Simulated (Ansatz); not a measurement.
Consider IrCl2 (1T sheet).

The cell holds 3 atoms: 1 Ir and 2 Cl. Its edges and angles: a = 3.624 Å, b = 3.624 Å, c = 30.112 Å, α = 90.0°, β = 90.0°, γ = 120.0°. Vacuum lies along c.

```xyz
3
Lattice="0.0000 2.5629 2.5629 2.5629 -2.5629 0.0000 17.3850 17.3850 -17.3850" Properties=species:S:1:pos:R:3
Ir    5.5298    5.5298   -5.5298
Cl    7.9128    5.3499   -5.3499
Cl    5.7097    5.7097   -3.1468
```

The structure was relaxed with LDA. The structure was generated from a model, not taken from a measurement. The runs that relaxed it are not among those shown. The program's search for lower electronic states was switched off, so nothing shows that the state found is the lowest. Spin-orbit coupling is left out unless a run names it. PAW set soft_2, made with PBE.

A constrained-RPA run (Ansatz 0.2.0; non-magnetic LDA; Ir d, bands v4 to c1, 6×6×1 mesh, medium accuracy) builds 5 functions on bands 3.9 eV wide, with 7.0 electrons in the window. The bare on-site interaction is 11.3 eV and the bare J 0.39 eV.

Q: What U and J survive the screening?

On the Ir d shell, U = 3.95 eV (35 % of the bare value), U′ = 3.34 eV, J = 0.27 eV.

The parent state is non-magnetic and the interaction static (zero frequency); U depends on the window and the orbitals, so it belongs to this model alone. Spin-orbit coupling, which is strong for atoms this heavy, is left out.

[Paths, hosts, dates, memory and timing lines, banners, echoed tables and standing remarks are left out of the program output.]

[Logs are printed without paths, hosts, clocks, repeated set-up lines and the standing remarks that a program may print on its own settings, such as how far it seeks lower states.]

[Runs of the session that timed out or met a known fault of the program may be left out.]

[Hosts, paths, dates, database ids (printed as entryN), source tags and the programs' standing remarks are cut or masked in the printed files.]
